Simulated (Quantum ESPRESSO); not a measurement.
LiCl in Quantum ESPRESSO: the effect of target pressure

The system is LiCl.

```
Cl Li
1.0
     0.00000    2.56477    2.56477
     2.56477    0.00000    2.56477
     2.56477    2.56477    0.00000
Cl Li
1 1
Direct
  0.50000 0.50000 0.50000
  0.00000 0.00000 0.00000
```

Alike in all runs:

```yaml
Program: Quantum ESPRESSO 7.5
Task: phonons
Functional: LDA
Potentials_or_basis: PseudoDojo 0.4.1 SR LDA standard
Cutoff: 1007 eV
Density_cutoff: 4027 eV
k_mesh: 6 × 6 × 6, shifted
Occupations: fermi-dirac, width 0.05 eV
Spin: no spin polarisation
```

Each run relaxes the cell or the atoms first.

Task: One run gave: relaxed volume 8.63 Å³/atom; dielectric constant 4.50 mean; highest phonon frequency 676 cm⁻¹. Which target pressure did it use?
A. 0 GPa
B. 25 GPa
C. 80 GPa
D. 50 GPa
E. 10 GPa

Result: C.

```csv
target pressure,relaxed volume (Å³/atom),dielectric constant (mean),highest phonon frequency (cm⁻¹)
0 GPa,15.29,3.19,229
10 GPa,12.91,3.47,346
25 GPa,11.20,3.76,452
50 GPa,9.69,4.14,571
80 GPa,8.63,4.50,676
```

Caveats: the volume moved by over 15 % at a fixed basis, so the end points are rough (some runs); the cell is more than 3 GPa from zero pressure, which shifts response properties (some runs).
